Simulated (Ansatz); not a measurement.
# MgS: the band gap up the ladder of functionals

The task here is to estimate one member of a computed series from the others.

Code: Ansatz 0.2.0. PAW datasets, plane waves. Note: simulated data, non-magnetic, for a generated structure that need not be the stable one.

## The system as given

The cell was relaxed beforehand with r2SCAN.

Space group F-43m (No. 216), cubic; conventional cell a = 5.662 Å, 22.69 Å³ an atom. Near Mg stand 4 S at 2.45 Å; near S stand 4 Mg at 2.45 Å.

Coordinates:

Space group F-43m (No. 216). a = 5.662 Å, b = 5.662 Å, c = 5.662 Å, α = 90.00°, β = 90.00°, γ = 90.00°
```
atom  site  symmetry       x       y       z
  Mg    4a      -43m  0.0000  0.0000  0.0000
   S    4d      -43m  0.2500  0.2500  0.7500
```

Set-up of the first run:

Contents of input.yaml:

```yaml
crystal:
  lattice:
    - [0.0, 2.830876841, 2.830876841]
    - [2.830876841, 0.0, 2.830876841]
    - [2.830876841, 2.830876841, 0.0]
  atoms:
    - { symbol: Mg, position: [0.0, 0.0, 0.0] }
    - { symbol: S, position: [0.25, 0.25, 0.25] }
kpoints:
  mp_grid: { grid: [8, 8, 8] }
  band_path:
    path:
      - [[0.0, 0.0, 0.0], [-0.5, -0.5, 0.0], [-0.375, -0.375, 0.25]]
      - [[-0.375, 0.0, 0.375], [0.0, 0.0, 0.0], [0.0, 0.0, 0.5], [-0.5, -0.25, 0.25], [-0.5, -0.5, 0.0]]
    npoints: 10
hamiltonian:
  xc: pbe
scf:
  occupations: { method: fermi_dirac, width: 0.02 }
  n_extra_bands: 4
output:
  forces: true
  stress: true
  eigenvalues: true
```

Among the steps run: PBE band path; r2SCAN; HSE06; PBE0; Single point with LDA; G0W0 on PBE; One-shot GW from PBE; DDH-PBE0 at the same geometry; Hartree-Fock at the same geometry; r2SCANh.

One table of the session follows, with a row left open; its other results are not shown here.

| level | gap (eV) |
| --- | --- |
| PBE | 3.47 |
| r2SCAN | 4.14 |
| HSE06 | 4.53 |
| PBE0 | 5.21 |
| LDA | 3.18 |
| G0W0@PBE (135 empty bands) | 4.99 |
| G0W0@PBE (336 empty bands) | 5.09 |
| DDH-PBE0 | 5.19 |
| Hartree-Fock | ? |
| r2SCANh | 4.72 |

Q: Estimate the row for Hartree-Fock from the others.

**Answer.** gap (eV): 11.02. In the column «gap (eV)» it is the highest.

Meshes: PBE 8×8×8, r2SCAN 8×8×8, HSE06 6×6×6, PBE0 6×6×6, LDA 8×8×8, DDH-PBE0 6×6×6, Hartree-Fock 6×6×6, r2SCANh 6×6×6

LDA gives the least gap, 3.18 eV, and Hartree-Fock the largest, 11.02 eV. PBE reaches 68 % of the G0W0@PBE value, and r2SCAN 81 %. PBE0 lies 0.68 eV above HSE06, which differs from it by screening the long-range exchange. Hartree-Fock lies above G0W0@PBE by 5.9 eV. G0W0 values are finite-basis, finite-mesh values.

Caveats from the session: Warnings in the runs' records: stress scf threshold loose, stress exchange threshold loose.
